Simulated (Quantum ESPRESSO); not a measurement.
KI:

```xyz
2
Lattice="0.0000 3.5328 3.5328 3.5328 0.0000 3.5328 3.5328 3.5328 0.0000" Properties=species:S:1:pos:R:3 pbc="T T T"
I     3.5328    3.5328    3.5328
K     0.0000    0.0000    0.0000
```

Base run:

- Program: Quantum ESPRESSO 7.5
- Functional: PBE
- Potentials or basis: PseudoDojo 0.4.1 SR PBE standard
- Cutoff: 1007 eV
- Density cutoff: 4027 eV
- k mesh: 6 × 6 × 6, shifted
- Occupations: fermi-dirac, width 0.05 eV
- Spin: no spin polarisation

Its results: pressure 0.6 GPa; electronic dielectric tensor (diagonal) 2.88.

Problem. The run is repeated on the same cell with these changes: functional from PBE to BLYP. What comes out?

Solution. Pressure 1.4 GPa; electronic dielectric tensor (diagonal) 2.84.

BLYP binds less tightly than PBE, so the same cell stands under more pressure.

Caveats: the potentials were made for another functional, which shifts forces and pressure (some runs).
